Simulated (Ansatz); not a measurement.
CdO (Monteponite) under changes of volume

One of the cells (12.970 Å³/atom); the others are scaled copies at fixed shape and fractional positions:

```
CELL_PARAMETERS angstrom
0.00000 2.34950 2.34950
2.34950 0.00000 2.34950
2.34950 2.34950 0.00000
ATOMIC_POSITIONS crystal
Cd 0.00000 0.00000 0.00000
O 0.50000 0.50000 0.50000
```

* Program: Ansatz 0.2.0
* Functional: PBE
* Dispersion: D3(BJ)
* Potentials or basis: Ansatz PAW
* Cutoff: 420 eV (not typed: the program's choice for these potentials)
* k mesh: 10 × 10 × 10
* Occupations: fermi-dirac, width 0.05 eV
* Spin: no spin polarisation

```tsv
volume (Å³/atom)	energy over the lowest point (meV/atom)	pressure (GPa)
12.191	37.68	12.9
12.451	?	?
12.710	8.16	5.6
12.970	1.68	2.5
13.229	0.00	-0.3
13.488	2.49	-2.8
13.748	8.83	-5.0
```

Q: What does the run at 12.451 Å³/atom give?

A: Energy over the lowest point 19.95 meV/atom; pressure 9.1 GPa.

Worked out: A Birch-Murnaghan fit of order 3 (a polynomial in V^(-2/3)) to the other rows has its minimum at 13.20 Å³/atom with B0 = V·E''(V) = 135 GPa and B' = 4.7. It gives 19.91 meV/atom at 12.451 Å³/atom, against the run's 19.95, and -dE/dV = 9.0 GPa, against 9.1.

Energies are extrapolated to zero smearing.

Caveats: pairwise dispersion overbinds metals, which lowers pressure and volume.
